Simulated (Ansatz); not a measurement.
# Sb (Im-3m) in Ansatz: settings compared

Aim: see how the results for Sb move with the level of theory and the settings. Levels: revPBE, BLYP, r2SCAN. Tasks: band structure.

All numbers are computed with Ansatz 0.2.0; they aren't measurements. Logs are shortened: lines on timing, memory, paths and dates and some standing lists are left out, and cuts for length are marked.

**1. The crystal as given**

Symmetry: Im-3m, No. 229, cubic system. Conventional cell: a = 3.743 Å, b = 3.743 Å, c = 3.743 Å, α = 90.00°, β = 90.00°, γ = 90.00°. Sb (site symmetry m-3m) has 8 Sb at 3.24 Å as nearest neighbours.

This isn't the form of Sb at room conditions, which is rhombohedral.

**2. Band structure, revPBE**

input.yaml reads:

```yaml
crystal:
  lattice:
    - [-1.8713408863, 1.8713408863, 1.8713408863]
    - [1.8713408863, -1.8713408863, 1.8713408863]
    - [1.8713408863, 1.8713408863, -1.8713408863]
  atoms:
    - { symbol: Sb, position: [0.0, 0.0, 0.0] }
hamiltonian:
  xc: revpbe
  pseudopotentials: { kind: paw }
kpoints:
  mp_grid: { grid: [10, 10, 10] }
  band_path:
    path:
      - [[0.0, 0.0, 0.0], [0.5, -0.5, 0.5], [0.0, 0.0, 0.5], [0.0, 0.0, 0.0], [0.25, 0.25, 0.25], [0.5, -0.5, 0.5]]
      - [[0.25, 0.25, 0.25], [0.0, 0.0, 0.5]]
    npoints: 14
scf:
  occupations: { method: fermi_dirac, width: 0.05 }
  n_extra_bands: 6
output:
  forces: true
  stress: true
  eigenvalues: true
  fatbands: true
```

Potentials or basis: Ansatz PAW.

Launch:

```
> ansatz run input.yaml --threads 2 --pin off --max-ram 5632MiB --backend cpu --events-out ev --progress --plain --runs-dir out
```

Standard output:

```text
Warning: RAYON_NUM_THREADS=2 ignored (pool sized by the plan → 2); use --threads N
scf.n_extra_bands = 6 over 8 filled bands (N_el = 15.0): the run solves 14 bands
Engine: ansatz 0.2.0, aarch64-unknown-linux-gnu
Pseudopotentials: kind: paw
Pseudopotential: Sb, paw, valence charge 15, recommended cutoff 420 eV (normal), Sb.paw.azcp
Functional definition: revPBE
  parameter kappa = 1.245
  parameter beta = 0.06672455060314922
  exchange = pbe_x(kappa = kappa, mu = beta*pi^2/3)
  correlation = pbe_c(beta = beta)
Crystal: 1 atoms, lattice volume = 26.213 Å³
Basis set: ecut = 420 eV, 531 PW (Γ), exchange–correlation on 48×48×48 points (8 copies of the dense FFT grid, shifted against one another)
Bands: 14, of which v1, the nominal top of the filled ones, is band 8 counted from 1 (7 counted from 0)
Symmetry: 48 space group operations
Space group: Im-3m (ITA 229), of the structure as read, at distance tolerance 3.0e-5 Å
k-points: 47 of 1000
Non-local potential: Sb, projectors of the file, l = 0: 2, l = 1: 2, l = 2: 2, l = 3: 2
PAW form: soft (Blöchl's): semilocal exchange-correlation on the pseudo side does not see the compensation charge
PAW frozen core: Sb, regenerated for the run's functional, and the local potential with it (the file was generated under x = pbe(κ = 0.804, μ = 0.2195149727645171), c = pbe(β = 0.06672455060314922))
PAW one-centre angular grid: Sb, 590 points (default); XC on 64 Gauss nodes
Initial density: superposition of atomic densities (neutral atoms: chi_scale 0, normalization atom), corrected by the library's trained network
Initial wavefunctions: pseudopotential atomic-orbital guess
Functional: x = revpbe(κ = 1.245, μ = 0.2195149727645171), c = pbe(β = 0.06672455060314922)
SCF iter   1: F=—  HF=-6490.399693 eV  |F-HF|=—  |Δ(HF+E_count)|=         —  Δρ=1.86e-3  dr2=4.20e-4  ethr=1.77e-3  ⟨swp⟩=6.0  Hψ=3812  notcnv=0  defer=1
preconditioner: auto → Kerker (q_TF=auto, 2.486 Å⁻¹)  [metal: Δε(μ)=0.024 eV  Ē_g=15.148 eV  σ=0.050 eV  W_gap=0.12  n_scr=12 (ndim 8)  ℏωp=16.2 eV  f_vac=0.000  D(μ)=1.18/eV (n_scr^D=12)]
SCF iter   2: F=—  HF=-6490.399106 eV  |F-HF|=—  |Δ(HF+E_count)|=   5.87e-4  Δρ=7.36e-4  dr2=6.46e-5  ethr=2.80e-6  ⟨swp⟩=2.0  Hψ=1363  notcnv=0  defer=36
SCF iter   3: F=—  HF=-6490.399139 eV  |F-HF|=—  |Δ(HF+E_count)|=   3.27e-5  Δρ=3.64e-4  dr2=1.87e-5  ethr=4.30e-7  ⟨swp⟩=1.0  Hψ=584  notcnv=0  defer=36
SCF iter   4: F=—  HF=-6490.399153 eV  |F-HF|=—  |Δ(HF+E_count)|=   1.46e-5  Δρ=6.00e-5  dr2=1.05e-6  ethr=1.25e-7  ⟨swp⟩=2.0  Hψ=703  notcnv=0  defer=36
iter 5 did not close the SCF: its close was put off for the readings that it lacked (scf_convergence_deferred on its scf_iter line)
SCF iter   5: F=-6490.399153 eV  HF=-6490.399153 eV  |F-HF|=1.40e-9  |Δ(HF+E_count)|=   1.94e-7  Δρ=9.77e-6  dr2=2.86e-8  ethr=7.01e-9  ⟨swp⟩=2.9  Hψ=939  notcnv=0  defer=36
SCF iter   6: F=-6490.399153 eV  HF=-6490.399153 eV  |F-HF|=5.04e-10  |Δ(HF+E_count)|=   3.31e-9  Δρ=1.82e-6  dr2=3.36e-10  ethr=1.90e-10  ⟨swp⟩=6.0  Hψ=2884  notcnv=0
SCF 1 converged in 6 iterations: F = -6490.399153 eV  dr2 = 3.36e-10
NSCF: frozen V_eff on 86 k-points
SCF converged after 6 iterations
Free energy (F): -6490.399153 eV
Harris-Foulkes:  -6490.399153 eV  (|F-HF|=5.04e-10)
Internal energy: -6490.390104 eV  (E = F + TS)
E sigma→0 (E₀):  -6490.394629 eV
Entropy (-TS):   -0.009049 eV (-9.049 meV/atom)
Fermi energy:    12.113381 eV
--- Per-component energies (eV) ---
  E_band       = -137.316421
  E_kinetic    = 206.773724
  E_local      = -1411.089785  (includes V_loc(G=0)·N_el)
  E_nonlocal   = 361.289563
  E_hartree    = 647.520450
  E_xc         = -138.792745
  E_vxc        = -96.425037  (∫ρ·V_xc dr)
  E_paw        = -4580.900239  (= ΣΔE_a)
  E_vpaw       = -492.905518  (= ΣTr[D̂ρ^β])
  E_aug_tail   = -0.000001  (compensation charges beyond the density's cutoff)
  E_ewald      = -1575.184159
  E_core_change = -0.006912  (= ΣΔE_core)
  E_smearing   = -0.009049  (= −TS)
  E_closure    = 0.000000  (closes the sum)
  Σ components = -6490.399153   (vs F -6490.399153, Δ=0.00e0)
--- Forces (eV/Å), atoms counted from 1 ---
  atom   1  Sb    -0.00000000     0.00000000     0.00000000
  max |Σ_I F_I| component: 1.52e-31 eV/Å
--- Stress (GPa, compression-positive) ---
        4.163260       0.000000       0.000000
        0.000000       4.163260       0.000000
       -0.000000       0.000000       4.163260
  P = ⅓ Tr σ = 4.1633 GPa (41.633 kbar)
--- Band table (eV; the first three rows and the last of 47) ---
  k-point 0: bands = ["-17.1838", "-17.1838", "-17.1838", "-17.1077", "-17.1077", "-0.9277", "17.8516", "17.8516", "17.8516", "23.4710", "23.4710", "23.4710", "23.8220", "23.8220"]
  k-point 1: bands = ["-17.1860", "-17.1796", "-17.1717", "-17.1103", "-17.1082", "-0.7124", "16.2805", "17.1765", "17.6599", "21.8070", "22.0378", "23.3648", "24.3941", "24.4727"]
  k-point 2: bands = ["-17.1916", "-17.1700", "-17.1400", "-17.1157", "-17.1096", "-0.0701", "13.3176", "15.9340", "17.1534", "20.3996", "20.8063", "23.3385", "24.9017", "26.6812"]
  k-point 46: bands = ["-17.1873", "-17.1873", "-17.0674", "-17.0674", "-17.0674", "6.6941", "10.0660", "10.0660", "10.0660", "15.0282", "15.0282", "29.4005", "31.7359", "31.7359"]
```

bands.tsv:

```text
# k_distance	band_0	band_1	band_2	band_3	band_4	band_5	band_6	band_7	band_8	band_9	band_10	band_11	band_12	band_13
# fermi_ev = 12.113381
# lock_threshold_ev = 1e-12
[... 95 lines left out ...]
7.560285	-29.313697	-29.273792	-29.226448	-29.224342	-29.178212	-8.662942	-5.511714	0.482616	2.250151	8.363213	9.035363	14.142403	15.455842	17.380370
7.620242	-29.316313	-29.275762	-29.226479	-29.224278	-29.174339	-8.728360	-5.617594	0.954892	2.807028	7.684529	8.342725	14.003647	15.367364	17.360646
7.680199	-29.318201	-29.277241	-29.226506	-29.224240	-29.171524	-8.775971	-5.693353	1.366479	3.313093	7.125755	7.738568	13.904978	15.303682	17.346462
7.740156	-29.319315	-29.278158	-29.226510	-29.224228	-29.169802	-8.804875	-5.738860	1.659573	3.698651	6.744481	7.293831	13.846237	15.265403	17.337931
7.800113	-29.319691	-29.278467	-29.226515	-29.224222	-29.169227	-8.814565	-5.754038	1.768045	3.850667	6.606623	7.122002	13.826632	15.252602	17.335080
```

fatbands.tsv:

```text
# ik	k_distance	band	e_minus_ef	sb0_l0_5S	sb0_l1_5P	sb0_l2_4D
# fermi_ev = 12.113381
# lock_threshold_ev = 1e-12
# [0, 0, 0] at k_distance = 0.000000
# [0.5, -0.5, 0.5] at k_distance = 1.678792
# [0, 0, 0.5] at k_distance = 2.865878
# [0, 0, 0] at k_distance = 4.052963
# [0.25, 0.25, 0.25] at k_distance = 5.506840
# [0.5, -0.5, 0.5] at k_distance = 6.960717
# [0.25, 0.25, 0.25] at k_distance = 6.960717
# [0, 0, 0.5] at k_distance = 7.800113
# jumps = 71
# n_points = 86
0	0.000000	0	-29.297191	0.000000	0.000000	0.999978
0	0.000000	1	-29.297191	0.000000	0.000000	0.999978
0	0.000000	2	-29.297191	0.000000	0.000000	0.999978
0	0.000000	3	-29.221090	0.000000	0.000000	0.999998
0	0.000000	4	-29.221090	0.000000	0.000000	0.999998
0	0.000000	5	-13.041032	0.999912	0.000000	0.000000
[... 986 lines left out ...]
70	6.960717	12	19.622514	0.000000	0.003499	0.000000
70	6.960717	13	19.622514	0.000000	0.003499	0.000000

71	6.960717	0	-29.252398	0.000000	0.002817	0.997178
71	6.960717	1	-29.252398	0.000000	0.002817	0.997178
71	6.960717	2	-29.252398	0.000000	0.002817	0.997178
71	6.960717	3	-29.226143	0.000000	0.000000	0.999999
71	6.960717	4	-29.226143	0.000000	0.000000	0.999999
71	6.960717	5	-7.764578	0.998278	0.000000	0.000000
[... 202 lines left out ...]
85	7.800113	12	15.252602	0.000000	0.000038	0.000000
85	7.800113	13	17.335080	0.000917	0.000000	0.000000
```

Run time: 1.1 s. Hardware: 2 threads of Arm Neoverse V2, shared host; peak memory 0.27 GiB.

What came out:

- Free energy: -6490.3992 eV
- Pressure: 4.2 GPa
- Band gap on the k mesh: none (metal or under the smearing width)

Levels at the corners of the path, in eV from the Fermi level:
```csv
point,band 4,band 5,band 6,band 7,band 8,band 9,band 10,band 11
Γ,-29.22,-29.22,-13.04,5.74,5.74,5.74,11.36,11.36
H,-29.18,-29.18,-5.42,-2.05,-2.05,-2.05,2.91,2.91
N,-29.22,-29.17,-8.81,-5.75,1.77,3.85,6.61,7.12
Γ,-29.22,-29.22,-13.04,5.74,5.74,5.74,11.36,11.36
P,-29.23,-29.23,-7.76,-2.86,-2.86,-2.86,16.16,16.16
H,-29.18,-29.18,-5.42,-2.05,-2.05,-2.05,2.91,2.91
P,-29.23,-29.23,-7.76,-2.86,-2.86,-2.86,16.16,16.16
N,-29.22,-29.17,-8.81,-5.75,1.77,3.85,6.61,7.12
```

Caveat: spin-orbit coupling is left out, which moves the levels of the heavy elements; the PAW data sets come from PBE, with cores solved anew for the run's functional, which leaves a small shift of forces and pressure.

**3. Band structure, BLYP**

Edit input.yaml of step 2 so:

```diff
@@ -8,3 +8,3 @@
 hamiltonian:
-  xc: revpbe
+  xc: blyp
   pseudopotentials: { kind: paw }
@@ -24,2 +24,6 @@
   eigenvalues: true
-  fatbands: true
+  fatbands: false
+  write_density: true
+  write_potential: true
+  elf: true
+  volumetric_format: npy
```

Potentials or basis: Ansatz PAW.

Launch:

```
> ansatz run input.yaml --threads 2 --pin off --max-ram 5632MiB --backend cpu --events-out ev --progress --plain --runs-dir out
```

Wall time 1 s (2 threads of Arm Neoverse V2, shared host); peak memory 0.28 GiB.

The run converged. Its results:

* Free energy: -6500.7289 eV
* Pressure: 9.0 GPa
* Band gap on the k mesh: none (metal or under the smearing width)

Levels at the corners of the path, in eV from the Fermi level:
| point | band 4 | band 5 | band 6 | band 7 | band 8 | band 9 | band 10 | band 11 |
| --- | --- | --- | --- | --- | --- | --- | --- | --- |
| Γ | -29.15 | -29.15 | -13.06 | 5.49 | 5.49 | 5.49 | 11.46 | 11.46 |
| H | -29.11 | -29.11 | -5.71 | -2.06 | -2.06 | -2.06 | 3.33 | 3.33 |
| N | -29.15 | -29.10 | -8.97 | -5.62 | 1.64 | 3.81 | 6.89 | 7.38 |
| Γ | -29.15 | -29.15 | -13.06 | 5.49 | 5.49 | 5.49 | 11.46 | 11.46 |
| P | -29.16 | -29.16 | -8.00 | -2.74 | -2.74 | -2.74 | 16.18 | 16.18 |
| H | -29.11 | -29.11 | -5.71 | -2.06 | -2.06 | -2.06 | 3.33 | 3.33 |
| P | -29.16 | -29.16 | -8.00 | -2.74 | -2.74 | -2.74 | 16.18 | 16.18 |
| N | -29.15 | -29.10 | -8.97 | -5.62 | 1.64 | 3.81 | 6.89 | 7.38 |

Caveat: spin-orbit coupling is left out, which moves the levels of the heavy elements; the PAW data sets come from PBE, with cores solved anew for the run's functional, which leaves a small shift of forces and pressure.

**4. Band structure, r2SCAN**

Edit input.yaml of step 3 so:

```diff
@@ -8,3 +8,3 @@
 hamiltonian:
-  xc: blyp
+  xc: r2scan
   pseudopotentials: { kind: paw }
@@ -25,5 +25 @@
   fatbands: false
-  write_density: true
-  write_potential: true
-  elf: true
-  volumetric_format: npy
```

Launch:

```
> ansatz run input.yaml --threads 2 --pin off --max-ram 5632MiB --backend cpu --events-out ev --progress --plain --runs-dir out
```

Run time: 1.6 s. Hardware: 2 threads of Arm Neoverse V2, shared host; peak memory 0.33 GiB.

The run converged. Its results:

```
Free energy            : -6498.7519 eV
Pressure               : 2.5 GPa
Band gap on the k mesh : none (metal or under the smearing width)
```

Levels at the corners of the path, in eV from the Fermi level:
```
point  band 6  band 7  band 8  band 9  band 10  band 11
    Γ  -13.66    6.02    6.02    6.02    11.79    11.79
    H   -5.45   -2.25   -2.25   -2.25     3.34     3.34
    N   -9.16   -6.04    1.77    4.15     7.24     7.48
    Γ  -13.66    6.02    6.02    6.02    11.79    11.79
    P   -8.05   -2.97   -2.97   -2.97    17.20    17.20
    H   -5.45   -2.25   -2.25   -2.25     3.34     3.34
    P   -8.05   -2.97   -2.97   -2.97    17.20    17.20
    N   -9.16   -6.04    1.77    4.15     7.24     7.48
```

Caveat: spin-orbit coupling is left out, which moves the levels of the heavy elements; the PAW data sets come from PBE, with cores solved anew for the run's functional, which leaves a small shift of forces and pressure.

**5. Overview**

```csv
level,cutoff (eV),gap on the mesh (eV),pressure (GPa)
revPBE,420,none,4.2
BLYP,420,none,9.0
r2SCAN,500,none,2.5
```

Alike in all rows: task band structure; potentials or basis Ansatz PAW; no spin polarisation; cell as given; k mesh 10 × 10 × 10; smearing fermi-dirac 0.05 eV.

Every run on the cell as given and a fine mesh finds a metal. The pressure there spans 2.5 GPa (r2SCAN) to 9.0 GPa (BLYP); a positive pressure means that this level wants a larger cell, a negative one a smaller.

Caveats: spin-orbit coupling is left out, which moves the levels of the heavy elements; the PAW data sets come from PBE, with cores solved anew for the run's functional, which leaves a small shift of forces and pressure.

Total energies depend on the potentials used, so only differences within one code and one set of settings carry meaning.
